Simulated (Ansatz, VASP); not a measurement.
## Na in VASP and in Ansatz

INCAR

```
SYSTEM = Na
ALGO     = Normal         ! electronic algorithm
EDIFF    = 1E-8           ! SCF threshold, eV
ENCUT    = 520            ! plane-wave cutoff, eV
ISIF     = 2              ! what is computed and relaxed
ISMEAR   = -1             ! smearing method
LASPH    = .True.         ! aspherical terms in the spheres
LCHARG   = .False.        ! write CHGCAR
LEFG     = .True.       
LREAL    = .False.        ! projectors in reciprocal space
LWAVE    = .False.        ! write WAVECAR
NBANDS   = 14             ! bands
NELM     = 80             ! most SCF steps
PREC     = Accurate       ! precision mode
SIGMA    = 0.05           ! smearing width, eV
```

KPOINTS

```
k-points
0
Gamma
  11 11 6
  0 0 0
```

POSCAR

```
Na
1.0
    3.7544022380      0.0000000000      0.0000000000
   -1.8772011190      3.2514077141      0.0000000000
    0.0000000000      0.0000000000      6.1334179065
Na
2
Direct
    0.3333333333      0.6666666667      0.2500000000
    0.6666666667      0.3333333333      0.7500000000
```

Input for Ansatz:

```yaml
crystal:
  lattice:
    - [3.754402238, 0.0, 0.0]
    - [-1.877201119, 3.2514077141, 0.0]
    - [0.0, 0.0, 6.1334179065]
  atoms:
    - { symbol: Na, position: [0.3333333333, 0.6666666667, 0.25] }
    - { symbol: Na, position: [0.6666666667, 0.3333333333, 0.75] }
kpoints:
  mp_grid: { grid: [11, 11, 6] }
scf:
  occupations: { method: fermi_dirac, width: 0.05 }
hamiltonian:
  xc: lda
  pseudopotentials: { kind: paw }
output:
  forces: true
  stress: true
  eigenvalues: true
  efg: { contact_densities: true }
  write_density: true
  write_potential: true
  elf: true
  volumetric_format: npy
```

Change from the starting cell: volume scaled by 0.99, PAW files.

Alike in both runs: task electric field gradients; functional LDA; k mesh 11 × 11 × 6; occupations fermi-dirac, width 0.05 eV; no spin polarisation.

|  | VASP | Ansatz |
| --- | --- | --- |
| version | VASP 6.6.1 | Ansatz 0.2.0 |
| potentials or method | VASP PAW LDA potentials, release 64 (Na_pv) | PAW with Ansatz's default frozen-core files, scalar-relativistic |
| plane-wave cutoff (eV) | 520 | 420 |
| valence electrons in the cell | 14 | 18 |

```tsv
	VASP	Ansatz	Ansatz less VASP
pressure (GPa)	-0.8	-0.8	+0.01
largest component of the traceless stress (GPa)	0.18	0.18	-0.001
Vzz of the field gradient on the site that differs most (V/Å²)	-0.5	-0.5	+0.04
```

The two sets of potentials don't hold the same shells in valence.
